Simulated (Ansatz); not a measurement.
SiO$_{2}$: pressure against volume

SiO$_{2}$, P6_322, a = 5.015 Å, c = 8.539 Å. This isn't the usual stable structure of the compound. Ansatz: LDA, PAW, 420 eV, Γ-centred 6×6×4 mesh on 12 atoms, Gaussian smearing 0.02 eV; no spin polarisation. Shape and atoms are relaxed at each volume; pressure is positive in compression.

| V (Å³/atom) | P (GPa) |
| --- | --- |
| 13.640 | 5.16 |
| 14.105 | 3.35 |
| 14.570 | 1.93 |
| 15.035 | 0.85 |
| 15.500 | -0.03 |
| 15.965 | -0.89 |
| 16.430 | ? |
| 17.050 | -2.83 |

Task: Take V0 = 15.500 Å³/atom, count pressures from its P0 = -0.03 GPa, fit the third-order Birch–Murnaghan form to the other rows, and predict the missing pressure.

Result: With the Eulerian strain f = ½[(V0/V)^(2/3) − 1] and y = (P − P0)/[3f(1 + 2f)^(5/2)], the form is the line y = B0 + 1.5 B0 (B0′ − 4) f. Rows (f, y): 0.04448, 31.4; 0.03245, 29.7; 0.02106, 28.0; 0.01026, 27.2; -0.00976, 30.9; -0.03078, 35.5. Means f = 0.01128, y = 30.450; Σ(Δf)² = 0.003859, ΣΔfΔy = -0.2269; the slope is their ratio. y = 31.11 − 58.79 f GPa, so B0 = 31.1 GPa and B0′ = 4 + 2 × (-58.79)/(3 × 31.11) = 2.74. At V = 16.430, f = -0.01905, y = 32.23 and P = -1.70 GPa. The run gave -1.64 GPa, so the fit is 0.06 GPa too low, within the rms miss on the fitted rows (0.23 GPa): the form describes this series only roughly. With a term in f² added B0′ becomes 1.46, so this figure hangs on the form.

Cost: 8 runs of about 13 core-minutes in all, on Arm Neoverse V2 (shared hosts).